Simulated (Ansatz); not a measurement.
MgS: a bulk modulus from differences

The cell was reached from a generator's guess, though it ends in a space group that the Crystallography Open Database lists for this formula.

Computed with DFT PBE, scalar-relativistic, plane waves, PAW (Ansatz). The final run on the 2-atom cell used 420 eV, a Γ-centred 8×8×8 mesh, 0.02 eV smearing and no spin polarisation.

```cif
data_structure
_symmetry_space_group_name_H-M 'Fm-3m'
_symmetry_Int_Tables_number 225
_cell_length_a 5.2301
_cell_length_b 5.2301
_cell_length_c 5.2301
_cell_angle_alpha 90.000
_cell_angle_beta 90.000
_cell_angle_gamma 90.000
_cell_volume 143.07
loop_
_atom_site_label
_atom_site_type_symbol
_atom_site_symmetry_multiplicity
_atom_site_Wyckoff_symbol
_atom_site_fract_x
_atom_site_fract_y
_atom_site_fract_z
_atom_site_occupancy
Mg1 Mg 4 b 0.50000 0.00000 0.00000 1
S1 S 4 a 0.00000 0.00000 0.00000 1
```

The cell was set to several volumes, with shape and atoms relaxed at each where symmetry leaves them free. Pressure is positive in compression, and energies count from the lowest row.

```tsv
row	V (Å³/atom)	P (GPa)	ΔE (meV/atom)	gap on mesh (eV)
1	15.737	12.24	73.5	3.02
2	16.274	?	?	?
3	16.810	5.17	16.4	2.89
4	17.347	2.38	3.9	2.82
5	17.883	-0.01	0.0	2.76
6	18.420	-2.07	3.6	2.69
7	18.956	-3.84	13.5	2.63
8	19.672	-5.81	35.2	2.55
```

Question: Find B = −V·ΔP/ΔV from rows 4 and 6 and from rows 1 and 3, and from the two its slope B′ and its value B0 at zero pressure.

Answer: Rows 4 and 6 give −(17.347 + 18.420)/2 × (-2.07 − (2.38))/(18.420 − 17.347) = 74.2 GPa at a mean pressure of 0.16 GPa. Rows 1 and 3 give −(15.737 + 16.810)/2 × (5.17 − (12.24))/(16.810 − 15.737) = 107.2 GPa at a mean pressure of 8.71 GPa. So B′ = (107.2 − 74.2)/(8.71 − (0.16)) = 3.86 and B0 = 74.2 − 3.86 × (0.16) = 73.6 GPa. A third-order Birch–Murnaghan fit to all the energies gives B0 = 73.9 GPa and B′ = 4.1.

Question: Estimate the pressure and energy of row 2.

Answer: From row 5, V0 = 17.883 × (1 + (-0.01)/73.6) = 17.881 Å³/atom. Murnaghan's form P = (B0/B′)·[(V0/V)^B′ − 1] gives (73.6/3.86) × [(17.881/16.274)^3.86 − 1] = 8.36 GPa; the computed pressure is 8.43 GPa, so the estimate is off by -0.07 GPa. The work of compression from row 3, with the mean of the two pressures, gives ΔE = 16.4 + (8.36 + 5.17)/2 × (16.810 − 16.274)/160.2 × 1000 = 39.0 meV/atom (1 eV/Å³ = 160.2 GPa); the computed value is 39.0 meV/atom.

Question: Fit the gap against pressure through the other rows and estimate it at the computed pressure of row 2.

Answer: Over the 7 rows the mean pressure is 1.1514 GPa and the mean gap is 2.766 eV. The sums of products of deviations are S_xx = 225.7 and S_xy = 5.815, so the slope is 5.815/225.7 = 0.02576 (r = 0.99, rms misfit 0.02 eV). At 8.43 GPa the line gives 2.766 + (0.02576) × (8.43 − 1.1514) = 2.95 eV. The computed value is 2.95 eV, so the line is off by 0.00 eV, no more than the largest miss among the fitted rows (0.04 eV).

Kohn–Sham gaps at this level usually fall short of measured ones. All volumes keep the k mesh of the relaxed cell. A later test with randomly moved atoms came back to the same energy, though modes that don't fit the test's cell weren't probed.
